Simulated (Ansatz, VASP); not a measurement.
Pb: VASP beside Ansatz

```
Pb
1.0
    -1.97966    1.97966    1.97966
     1.97966   -1.97966    1.97966
     1.97966    1.97966   -1.97966
Pb
1
Direct
  0.00000 0.00000 0.00000
```

This isn't the form of Pb at room conditions, which is fcc.

Alike in both runs: task single point; functional PBEsol; k mesh 13 × 13 × 13; occupations fermi-dirac, width 0.08 eV; no spin polarisation.

```csv
,VASP,Ansatz
version,VASP 6.6.1,Ansatz 0.2.0
potentials or method,"VASP PAW PBE potentials, release 64 (Pb_d), cutoff 520 eV","all-electron LAPW, scalar-relativistic"
```

Ansatz gave:

* pressure (GPa): -1.6

Problem. What did VASP give for the same quantities?

Solution. Pressure (GPa): -1.7.

Ansatz ran all-electron here, so the differences hold the error of VASP's frozen core and of both bases.

Caveats: the PAW data sets were made with another functional, which shifts forces and pressure a little (VASP). Spin-orbit coupling is left out, which matters for the levels of Pb.
